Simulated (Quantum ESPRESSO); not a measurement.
# AgBr (Fm-3m) in Quantum ESPRESSO: a series of runs

Runs on AgBr. Level: rev-vdW-DF2. Tasks: single point, equation of state.

Program: Quantum ESPRESSO 7.5. These are calculated values, not measurements. Logs are shortened: lines on timing, memory, paths and dates and some standing lists are left out, and cuts for length are marked.

## 1. The crystal as given

The structure is cubic, space group Fm-3m (No. 225). Conventional cell: a = 5.740 Å, b = 5.740 Å, c = 5.740 Å, α = 90.00°, β = 90.00°, γ = 90.00°. Ag (site symmetry m-3m) has 6 Br at 2.87 Å as nearest neighbours. Br (site symmetry m-3m) has 6 Ag at 2.87 Å as nearest neighbours.

## 2. Single point, rev-vdW-DF2, 22.22 Å³/atom

pw.in

```
&CONTROL
  calculation = 'scf'
  prefix = 'pwscf'
  outdir = './tmp'
  pseudo_dir = './pseudo'
  tprnfor = .true.
  tstress = .true.
  disk_io = 'nowf'
/
&SYSTEM
  ibrav = 0
  nat = 2
  ntyp = 2
  ecutwfc = 82
  nbnd = 20
  input_dft = 'vdw-df2-b86r'
  occupations = 'smearing'
  smearing = 'fd'
  degauss = 0.00367493
/
&ELECTRONS
  conv_thr = 4d-10
  electron_maxstep = 120
  mixing_beta = 0.5
/
ATOMIC_SPECIES
Ag   107.8682 Ag.upf
Br    79.9040 Br.upf
CELL_PARAMETERS angstrom
   0.0000000000    2.8115590699    2.8115590699
   2.8115590699    0.0000000000    2.8115590699
   2.8115590699    2.8115590699    0.0000000000
ATOMIC_POSITIONS crystal
Ag     0.0000000000    0.0000000000    0.0000000000
Br     0.5000000000    0.5000000000    0.5000000000
K_POINTS automatic
8 8 8 0 0 0
```

Potentials or basis: PseudoDojo 0.4.1 SR PBE standard.

Run with:

```console
OMP_NUM_THREADS=1 pw.x -in pw.in > pw.out
```

pw.out:

```text
This program is part of the open-source Quantum ESPRESSO suite
     for quantum simulation of materials; please cite
         "P. Giannozzi et al., J. Phys.:Condens. Matter 21 395502 (2009);
         "P. Giannozzi et al., J. Phys.:Condens. Matter 29 465901 (2017);
         "P. Giannozzi et al., J. Chem. Phys. 152 154105 (2020);
     in publications or presentations arising from this work. More details at

     IMPORTANT: XC functional enforced from input :
     Exchange-correlation= VDW-DF2-B86R
                           (   1   4  26   0   2   0   0)
     Any further DFT definition will be discarded
     Please, verify this is what you really want

     Message from routine setup:
     using ibrav=0 with symmetry is DISCOURAGED, use correct ibrav instead

     G-vector sticks info
     --------------------
     sticks:   dense  smooth     PW     G-vecs:    dense   smooth      PW
     Sum        1285    1285    379                30155    30155    4813

     Using Slab Decomposition

     bravais-lattice index     =            0
     lattice parameter (alat)  =       7.5138  a.u.
     unit-cell volume          =     299.9634 (a.u.)^3
     number of atoms/cell      =            2
     number of atomic types    =            2
     number of electrons       =        26.00
     number of Kohn-Sham states=           20
     kinetic-energy cutoff     =      82.0000  Ry
     charge density cutoff     =     328.0000  Ry
     scf convergence threshold =      4.0E-10
     mixing beta               =       0.5000
     number of iterations used =            8  plain     mixing
     Exchange-correlation= VDW-DF2-B86R
                           (   1   4  26   0   2   0   0)

     celldm(1)=   7.513825  celldm(2)=   0.000000  celldm(3)=   0.000000
     celldm(4)=   0.000000  celldm(5)=   0.000000  celldm(6)=   0.000000

     crystal axes: (cart. coord. in units of alat)
               a(1) = (   0.000000   0.707107   0.707107 )
               a(2) = (   0.707107   0.000000   0.707107 )
               a(3) = (   0.707107   0.707107   0.000000 )

     reciprocal axes: (cart. coord. in units 2 pi/alat)
               b(1) = ( -0.707107  0.707107  0.707107 )
               b(2) = (  0.707107 -0.707107  0.707107 )
               b(3) = (  0.707107  0.707107 -0.707107 )

     PseudoPot. # 1 for Ag read from file:
     Ag.upf
     Pseudo is Norm-conserving + core correction, Zval = 19.0
     Generated using ONCVPSP code by D. R. Hamann
     Using radial grid of 1538 points,  6 beta functions with:
                l(1) =   0
                l(2) =   0
                l(3) =   1
                l(4) =   1
                l(5) =   2
                l(6) =   2

     PseudoPot. # 2 for Br read from file:
     Br.upf
     Pseudo is Norm-conserving + core correction, Zval =  7.0
     Generated using ONCVPSP code by D. R. Hamann
     Using radial grid of 1098 points,  6 beta functions with:
                l(1) =   0
                l(2) =   0
                l(3) =   1
                l(4) =   1
                l(5) =   2
                l(6) =   2

     atomic species   valence    mass     pseudopotential
     Ag               19.00   107.86820     Ag( 1.00)
     Br                7.00    79.90400     Br( 1.00)

     48 Sym. Ops., with inversion, found

   Cartesian axes

     site n.     atom                  positions (alat units)
         1        Ag     tau(   1) = (   0.0000000   0.0000000   0.0000000  )
         2        Br     tau(   2) = (   0.7071068   0.7071068   0.7071068  )

     number of k points=    29  Fermi-Dirac smearing, width (Ry)=  0.0037
                       cart. coord. in units 2pi/alat
        k(    1) = (   0.0000000   0.0000000   0.0000000), wk =   0.0039062
        k(    2) = (   0.0883883   0.0883883  -0.0883883), wk =   0.0312500
        k(    3) = (   0.1767767   0.1767767  -0.1767767), wk =   0.0312500
        k(    4) = (   0.2651650   0.2651650  -0.2651650), wk =   0.0312500
        k(    5) = (  -0.3535534  -0.3535534   0.3535534), wk =   0.0156250
        k(    6) = (   0.1767767   0.0000000   0.0000000), wk =   0.0234375
[... 21 lines left out ...]
        k(   28) = (  -0.7071068   0.1767767  -0.0000000), wk =   0.0468750
        k(   29) = (  -0.7071068   0.3535534   0.0000000), wk =   0.0234375

     Dense  grid:    30155 G-vectors     FFT dimensions: (  45,  45,  45)

     Initial potential from superposition of free atoms

     starting charge      25.9995, renormalised to      26.0000

     %%%%%%%%%%%%%%%%%%%%%%%%%%%%%%%%%%%%%%%%%%%%%%%%%%%%%%%%%%%%%%%%%%%%%%%%
     %                                                                      %
     % You are using vdW-DF, which was implemented by the Thonhauser group. %
     % Please cite the following two papers that made this development      %
     % possible and the two reviews that describe the various versions:     %
     %                                                                      %
     %   T. Thonhauser et al., PRL 115, 136402 (2015).                      %
     %   T. Thonhauser et al., PRB 76, 125112 (2007).                       %
     %   K. Berland et al., Rep. Prog. Phys. 78, 066501 (2015).             %
     %   D.C. Langreth et al., J. Phys.: Condens. Matter 21, 084203 (2009). %
     %                                                                      %
     % If you are calculating stress with vdW-DF, please also cite:         %
     %                                                                      %
     %   R. Sabatini et al., J. Phys.: Condens. Matter 24, 424209 (2012).   %
     %                                                                      %
     %%%%%%%%%%%%%%%%%%%%%%%%%%%%%%%%%%%%%%%%%%%%%%%%%%%%%%%%%%%%%%%%%%%%%%%%

     %%%%%%%%%%%%%%%%%%%%%%%%%%%%%%%%%%%%%%%%%%%%%%%%%%%%%%%%%%%%%%%%%%%%%%%%
     %                                                                      %
     %  vdW-DF NEWS:                                                        %
     %                                                                      %
     %  * vdW-DF3 is now available. DOI: 10.1021/acs.jctc.0c00471           %
     %    use with input_dft = 'vdW-DF3-opt1' or 'vdW-DF3-opt2'             %
     %                                                                      %
     %  * Unscreened and range-separated hybrid vdW-DF-cx functionals       %
     %    DOI: 10.1063/1.4986522 and 10.1088/1361-648X/ac2ad2               %
     %    use with input_dft = 'vdW-DF-cx0'    and 'vdW-DF-ahcx'            %
     %  * Unscreened and range-separated hybrid vdW-DF2-b86r functionals    %
     %    DOI: 10.1063/1.4986522 and DOI: 10.1103/PhysRevX.12.041003        %
     %    use with input_dft = 'vdW-DF2-br0' and 'vdW-DF2-ahbr'             %
     %                                                                      %
     %%%%%%%%%%%%%%%%%%%%%%%%%%%%%%%%%%%%%%%%%%%%%%%%%%%%%%%%%%%%%%%%%%%%%%%%

     Starting wfcs are   14 randomized atomic wfcs +    6 random wfcs

     Self-consistent Calculation

     iteration #  1     ecut=    82.00 Ry     beta= 0.50
     Davidson diagonalization with overlap
     ethr =  1.00E-02,  avg # of iterations =  5.5

     Threshold (ethr) on eigenvalues was too large:
     Diagonalizing with lowered threshold

     Davidson diagonalization with overlap
     ethr =  1.12E-04,  avg # of iterations =  4.3

     total energy              =    -341.48351676 Ry
     estimated scf accuracy    <       0.02934981 Ry
[... 43 lines left out ...]
     iteration #  8     ecut=    82.00 Ry     beta= 0.50
     Davidson diagonalization with overlap
     ethr =  4.97E-11,  avg # of iterations =  2.0

     End of self-consistent calculation

          k = 0.0000 0.0000 0.0000 (  3719 PWs)   bands (ev):

   -81.1001 -44.6621 -44.6621 -44.6621  -6.2635   6.0684   6.0684   6.0684
     6.0794   6.0794   7.0847   7.0847   7.0847   9.8224  19.1365  19.1365
    19.1365  20.2361  21.1829  21.1829

          k = 0.0884 0.0884-0.0884 (  3758 PWs)   bands (ev):
[... 19 lines left out ...]
   -81.1000 -44.6645 -44.6625 -44.6625  -5.7176   3.3983   4.6008   4.6008
     6.4275   6.4275   6.8117   9.2108   9.2108  12.7445  15.8297  15.8297
    16.1137  21.6187  22.5169  22.5169

          k = 0.1768 0.0000 0.0000 (  3747 PWs)   bands (ev):

   -81.1001 -44.6624 -44.6623 -44.6623  -6.1690   5.1698   5.9415   5.9415
     6.0204   6.1061   7.1754   7.1754   7.3082  11.1036  17.9742  18.0192
    18.6897  18.6897  22.0189  22.3756

          k = 0.2652 0.0884-0.0884 (  3752 PWs)   bands (ev):
[... 25 lines left out ...]
   -81.1000 -44.6636 -44.6626 -44.6623  -5.8981   4.1830   4.8159   5.1958
     6.2565   6.3422   6.7599   7.7175   8.9761  13.0191  15.6052  16.7503
    16.7983  20.1265  21.7542  22.3964

          k = 0.0000-0.1768 0.1768 (  3757 PWs)   bands (ev):

   -81.1000 -44.6629 -44.6624 -44.6622  -6.0829   4.9506   5.1869   5.6742
     6.1491   6.2288   6.8565   7.2293   8.3599  11.7781  17.1527  17.1627
    18.0540  19.4291  21.2967  21.6349

          k = 0.3536 0.0000 0.0000 (  3767 PWs)   bands (ev):

   -81.1000 -44.6632 -44.6626 -44.6626  -5.9534   4.2926   5.8160   5.8160
     5.9056   6.1710   7.1482   7.1482   7.3855  12.5573  15.8812  16.9389
    18.7214  18.7214  23.1382  24.3952

          k = 0.4419 0.0884-0.0884 (  3768 PWs)   bands (ev):
[... 13 lines left out ...]
   -81.1000 -44.6641 -44.6633 -44.6627  -5.6818   3.9481   4.7360   4.7506
     6.3770   6.4255   6.7829   7.4182   8.6640  13.2587  15.0530  17.0821
    17.1440  21.2018  21.5218  24.0926

          k = 0.0000-0.3536 0.3536 (  3775 PWs)   bands (ev):

   -81.1000 -44.6639 -44.6632 -44.6625  -5.7632   3.9223   4.6821   5.0627
     6.3296   6.4201   6.9696   7.1207   9.0935  14.2002  14.4315  16.5409
    16.7001  20.4215  22.9779  23.8862

          k = 0.5303-0.0000 0.0000 (  3756 PWs)   bands (ev):

   -81.1000 -44.6640 -44.6629 -44.6629  -5.7628   4.2096   5.7922   5.8997
     5.8997   6.2368   6.8341   6.8341   7.1137  11.2519  16.3572  17.4777
    19.6644  19.6644  24.0143  25.1186

          k =-0.0884-0.6187 0.6187 (  3762 PWs)   bands (ev):

   -81.1000 -44.6642 -44.6632 -44.6630  -5.6976   4.3976   5.2988   5.4862
     6.0953   6.5044   6.6399   7.0443   7.0444  11.1924  16.2127  17.8815
    19.5814  20.2435  23.7849  24.5449

          k = 0.0000-0.5303 0.5303 (  3779 PWs)   bands (ev):

   -81.1000 -44.6640 -44.6636 -44.6629  -5.6640   4.5510   4.6278   5.0223
     6.2523   6.4880   6.7387   6.9630   7.8461  12.0634  16.0296  17.5560
    18.5070  20.1061  22.2972  25.2115

          k =-0.7071 0.0000 0.0000 (  3812 PWs)   bands (ev):

   -81.1000 -44.6644 -44.6631 -44.6631  -5.6935   4.4752   5.7456   6.0742
     6.0742   6.2642   6.5467   6.5467   6.7056  10.5928  16.1723  18.5344
    20.5210  20.5210  24.2689  24.7882

          k = 0.3536 0.1768 0.0000 (  3762 PWs)   bands (ev):

   -81.1000 -44.6635 -44.6628 -44.6624  -5.8908   4.1882   5.0429   5.4202
     6.1860   6.3498   6.9263   7.1770   8.5187  13.0738  15.3174  16.6106
    17.8633  19.5007  22.8459  23.4436

          k =-0.2652-0.4419 0.6187 (  3759 PWs)   bands (ev):
[... 19 lines left out ...]
   -81.1000 -44.6640 -44.6635 -44.6629  -5.6673   4.3683   4.7324   4.9710
     6.3483   6.4871   6.6983   7.1018   7.7416  12.6391  15.8907  17.0009
    17.8393  21.0243  22.6345  24.3703

          k = 0.0000-0.3536 0.5303 (  3771 PWs)   bands (ev):

   -81.1000 -44.6639 -44.6636 -44.6628  -5.6748   4.1448   4.7526   4.8727
     6.4153   6.4236   6.8808   6.9482   8.2419  13.3536  15.2097  16.7843
    17.5680  21.2922  21.6439  25.0069

          k =-0.7071 0.1768-0.0000 (  3762 PWs)   bands (ev):

   -81.1000 -44.6642 -44.6633 -44.6631  -5.6724   4.5555   5.0486   5.2864
     6.4496   6.5468   6.5808   6.6074   7.2098  11.5361  16.2896  17.9458
    18.4727  21.0892  23.4634  24.2476

          k =-0.7071 0.3536 0.0000 (  3736 PWs)   bands (ev):

   -81.0999 -44.6637 -44.6637 -44.6631  -5.6510   4.5719   4.8216   4.8216
     6.5470   6.5938   6.6562   6.6562   7.4541  13.0301  16.3376  16.8973
    16.8973  22.3038  22.3038  24.2265

     the Fermi energy is     9.5872 ev

!    total energy              =    -341.49384990 Ry
     estimated scf accuracy    <          8.1E-11 Ry
     smearing contrib. (-TS)   =      -0.00000194 Ry
     internal energy E=F+TS    =    -341.49384797 Ry

     The total energy is F=E-TS. E is the sum of the following terms:
     one-electron contribution =    -182.23440380 Ry
     hartree contribution      =     101.61665606 Ry
     xc contribution           =     -56.69474253 Ry
     ewald contribution        =    -204.18135769 Ry

     convergence has been achieved in   8 iterations

     Forces acting on atoms (cartesian axes, Ry/au):

     atom    1 type  1   force =     0.00000000    0.00000000   -0.00000000
     atom    2 type  2   force =     0.00000000    0.00000000    0.00000000

     Total force =     0.000000     Total SCF correction =     0.000000

     Computing stress (Cartesian axis) and pressure

          total   stress  (Ry/bohr**3)                   (kbar)     P=       40.54
   0.00027556  -0.00000000   0.00000000           40.54       -0.00        0.00
  -0.00000000   0.00027556   0.00000000           -0.00       40.54        0.00
   0.00000000   0.00000000   0.00027556            0.00        0.00       40.54

=------------------------------------------------------------------------------=
   JOB DONE.
=------------------------------------------------------------------------------=
```

Run time: 82 s. Hardware: 1 thread of Intel Xeon 6975P-C (Granite Rapids), shared host; peak memory 0.15 GiB.

Results:

- Free energy: -4646.2605 eV
- Pressure: 4.1 GPa
- Band gap on the k mesh: 0.61 eV, indirect (least direct gap 2.74 eV)

Caveat: the potentials were made for another functional, which shifts forces and pressure.

## 3. Single point, rev-vdW-DF2, 22.70 Å³/atom

pw.in: that of step 2 with these lines changed.

```diff
@@ -29,5 +29,5 @@
 CELL_PARAMETERS angstrom
-   0.0000000000    2.8115590699    2.8115590699
-   2.8115590699    0.0000000000    2.8115590699
-   2.8115590699    2.8115590699    0.0000000000
+   0.0000000000    2.8313594341    2.8313594341
+   2.8313594341    0.0000000000    2.8313594341
+   2.8313594341    2.8313594341    0.0000000000
 ATOMIC_POSITIONS crystal
```

Potentials or basis: PseudoDojo 0.4.1 SR PBE standard.

Run with:

```console
OMP_NUM_THREADS=1 pw.x -in pw.in > pw.out
```

Run time: 82 s. Hardware: 1 thread of Intel Xeon 6975P-C (Granite Rapids), shared host; peak memory 0.15 GiB.

It converged, with:

* Free energy: -4646.2809 eV
* Pressure: 2.7 GPa
* Band gap on the k mesh: 0.61 eV, indirect (least direct gap 2.65 eV)

Caveat: the potentials were made for another functional, which shifts forces and pressure.

## 4. Single point, rev-vdW-DF2, 23.17 Å³/atom

pw.in: that of step 3 with these lines changed.

```diff
@@ -29,5 +29,5 @@
 CELL_PARAMETERS angstrom
-   0.0000000000    2.8313594341    2.8313594341
-   2.8313594341    0.0000000000    2.8313594341
-   2.8313594341    2.8313594341    0.0000000000
+   0.0000000000    2.8508866679    2.8508866679
+   2.8508866679    0.0000000000    2.8508866679
+   2.8508866679    2.8508866679    0.0000000000
 ATOMIC_POSITIONS crystal
```

Run with:

```console
OMP_NUM_THREADS=1 pw.x -in pw.in > pw.out
```

It took 85 s on 1 thread of Intel Xeon 6975P-C (Granite Rapids), shared host; peak memory 0.15 GiB.

Results (log left out):

| Item | Value |
| --- | --- |
| Free energy | -4646.2938 eV |
| Pressure | 1.5 GPa |
| Band gap on the k mesh | 0.61 eV, indirect (least direct gap 2.58 eV) |

Caveat: the potentials were made for another functional, which shifts forces and pressure.

## 5. Single point, rev-vdW-DF2, 23.64 Å³/atom

pw.in: that of step 4 with these lines changed.

```diff
@@ -29,5 +29,5 @@
 CELL_PARAMETERS angstrom
-   0.0000000000    2.8508866679    2.8508866679
-   2.8508866679    0.0000000000    2.8508866679
-   2.8508866679    2.8508866679    0.0000000000
+   0.0000000000    2.8701500000    2.8701500000
+   2.8701500000    0.0000000000    2.8701500000
+   2.8701500000    2.8701500000    0.0000000000
 ATOMIC_POSITIONS crystal
```

Run with:

```console
OMP_NUM_THREADS=1 pw.x -in pw.in > pw.out
```

Run time: 81 s. Hardware: 1 thread of Intel Xeon 6975P-C (Granite Rapids), shared host; peak memory 0.15 GiB.

The run converged. Its results:

* Free energy: -4646.3002 eV
* Pressure: 0.5 GPa
* Band gap on the k mesh: 0.61 eV, indirect (least direct gap 2.50 eV)

Caveat: the potentials were made for another functional, which shifts forces and pressure.

## 6. Single point, rev-vdW-DF2, 24.12 Å³/atom

pw.in: that of step 5 with these lines changed.

```diff
@@ -29,5 +29,5 @@
 CELL_PARAMETERS angstrom
-   0.0000000000    2.8701500000    2.8701500000
-   2.8701500000    0.0000000000    2.8701500000
-   2.8701500000    2.8701500000    0.0000000000
+   0.0000000000    2.8891581698    2.8891581698
+   2.8891581698    0.0000000000    2.8891581698
+   2.8891581698    2.8891581698    0.0000000000
 ATOMIC_POSITIONS crystal
```

Potentials or basis: PseudoDojo 0.4.1 SR PBE standard.

Run with:

```console
OMP_NUM_THREADS=1 pw.x -in pw.in > pw.out
```

Run time: 83 s. Hardware: 1 thread of Intel Xeon 6975P-C (Granite Rapids), shared host; peak memory 0.15 GiB.

The run converged. Its results:

```
Free energy            : -4646.3009 eV
Pressure               : -0.4 GPa
Band gap on the k mesh : 0.61 eV, indirect (least direct gap 2.44 eV)
```

Caveat: the potentials were made for another functional, which shifts forces and pressure.

## 7. Single point, rev-vdW-DF2, 24.59 Å³/atom

pw.in: that of step 6 with these lines changed.

```diff
@@ -29,5 +29,5 @@
 CELL_PARAMETERS angstrom
-   0.0000000000    2.8891581698    2.8891581698
-   2.8891581698    0.0000000000    2.8891581698
-   2.8891581698    2.8891581698    0.0000000000
+   0.0000000000    2.9079194629    2.9079194629
+   2.9079194629    0.0000000000    2.9079194629
+   2.9079194629    2.9079194629    0.0000000000
 ATOMIC_POSITIONS crystal
```

Run with:

```console
OMP_NUM_THREADS=1 pw.x -in pw.in > pw.out
```

It took 83 s on 1 thread of Intel Xeon 6975P-C (Granite Rapids), shared host; peak memory 0.16 GiB.

The run converged. Its results:

| Item | Value |
| --- | --- |
| Free energy | -4646.2965 eV |
| Pressure | -1.2 GPa |
| Band gap on the k mesh | 0.61 eV, indirect (least direct gap 2.37 eV) |

Caveat: the potentials were made for another functional, which shifts forces and pressure.

## 8. Single point, rev-vdW-DF2, 25.06 Å³/atom

pw.in: that of step 7 with these lines changed.

```diff
@@ -29,5 +29,5 @@
 CELL_PARAMETERS angstrom
-   0.0000000000    2.9079194629    2.9079194629
-   2.9079194629    0.0000000000    2.9079194629
-   2.9079194629    2.9079194629    0.0000000000
+   0.0000000000    2.9264417423    2.9264417423
+   2.9264417423    0.0000000000    2.9264417423
+   2.9264417423    2.9264417423    0.0000000000
 ATOMIC_POSITIONS crystal
```

Run with:

```console
OMP_NUM_THREADS=1 pw.x -in pw.in > pw.out
```

Run time: 87 s. Hardware: 1 thread of Intel Xeon 6975P-C (Granite Rapids), shared host; peak memory 0.15 GiB.

Results (log left out):

```
Free energy            : -4646.2876 eV
Pressure               : -1.9 GPa
Band gap on the k mesh : 0.62 eV, indirect (least direct gap 2.31 eV)
```

Caveat: the potentials were made for another functional, which shifts forces and pressure.

## 9. Equation of state, rev-vdW-DF2

Potentials or basis: PseudoDojo 0.4.1 SR PBE standard.

No new run: the results of the series are fitted here.

What came out:

```
Equilibrium volume                      : 23.94 Å³/atom
Bulk modulus                            : 46 GPa
Pressure derivative of the bulk modulus : 5.4
```

Energy against volume, from the lowest point:
```csv
volume (Å³/atom),energy (meV/atom)
22.225,20.19
22.698,10.01
23.171,3.54
23.644,0.33
24.116,0.00
24.589,2.21
25.062,6.66
```

Caveat: the potentials were made for another functional, which shifts forces and pressure. Zero-point motion and thermal expansion aren't in these numbers.
